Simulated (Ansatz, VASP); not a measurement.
# Fe: VASP beside Ansatz

The input INCAR:

```
ALGO = Normal
EDIFF = 1E-6
ENCUT = 520
GGA = PS
ISIF = 2
ISMEAR = -1
LASPH = T
LCHARG = T
LELF = T
LREAL = F
LVHAR = T
LWAVE = F
NBANDS = 10
NELM = 60
PREC = Accurate
SIGMA = 0.1
```

KPOINTS

```
k-points
0
Gamma
  16 16 16
```

The input POSCAR:

```
Fe
1.0
    2.1753650113      0.0000000000      0.0000000000
    0.0000000000      2.1753650113      0.0000000000
    0.0000000000      0.0000000000      2.1753650113
Fe
1
Direct
    0.0000000000      0.0000000000      0.0000000000
```

Input for Ansatz:

```yaml
crystal:
  lattice:
    - [2.1753650113, 0.0, 0.0]
    - [0.0, 2.1753650113, 0.0]
    - [0.0, 0.0, 2.1753650113]
  atoms:
    - { symbol: Fe, position: [0.0, 0.0, 0.0] }
hamiltonian:
  xc: pbesol
  pseudopotentials:
    kind: paw
    azcp:
      Fe: "pseudopotentials/Fe.paw.azcp"
basis:
  ecutwfc: 420
  fft_grid_basis: typed
kpoints:
  mp_grid: { grid: [16, 16, 16], shift: [0, 0, 0] }
magnetization:
  spin_polarized: false
scf:
  occupations: { method: fermi_dirac, width: 0.1 }
  lower_state_search: "off"
output:
  stress: true
```

Alike in both runs: task single point; functional PBEsol; k mesh 16 × 16 × 16; occupations fermi-dirac, width 0.1 eV; no spin polarisation.

```csv
,VASP,Ansatz
version,VASP 6.6.1,Ansatz 0.2.0
potentials or method,"VASP PAW PBE potentials, release 64 (Fe)","plane waves (420 eV) with PAW, scalar-relativistic"
plane-wave cutoff (eV),520,420
valence electrons in the cell,8,16
```

|  | VASP | Ansatz | Ansatz less VASP |
| --- | --- | --- | --- |
| pressure (GPa) | 22.2 | 23.2 | +1.03 |

The two sets of potentials don't hold the same shells in valence. Ansatz warned: «pseudo_functional_mismatch».

Caveats: so large a pressure means that the cell lies far from this level's equilibrium, or that cutoff or potentials fall short (VASP); the potentials were made for another functional, which shifts forces and pressure (VASP); the run has no spin polarisation, though such a crystal can be magnetic. Spin polarisation is off, so any magnetic state and its effect on volume and gap are missing.
